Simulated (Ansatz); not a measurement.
The system is Zr.

```
CELL_PARAMETERS angstrom
3.23200 0.00000 0.00000
-1.61600 2.79899 0.00000
0.00000 0.00000 5.14700
ATOMIC_POSITIONS crystal
Zr 0.66667 0.33333 0.75000
Zr 0.33333 0.66667 0.25000
```

Base run:

```yaml
Program: Ansatz 0.2.0
Functional: BPBE
Potentials_or_basis: Ansatz PAW
Cutoff: "420 eV (not typed: the program's choice for these potentials)"
k_mesh: 9 × 9 × 5
Occupations: fermi-dirac, width 0.05 eV
Spin: no spin polarisation
```

Its results: band gap on the k mesh none (metal or under the smearing width); pressure 0.1 GPa.

Q: The run is repeated on the same cell with these changes: functional from BPBE to PBE; k mesh from 9 × 9 × 5 to 5 × 5 × 3. What comes out?

A: Band gap on the k mesh none (metal or under the smearing width); pressure 0.7 GPa.

Several settings changed at once, so the effect can't be laid on one alone.

Caveats: some runs use coarse meshes; the PAW data sets come from PBE, with cores solved anew for the run's functional, which leaves a small shift of forces and pressure (some runs).
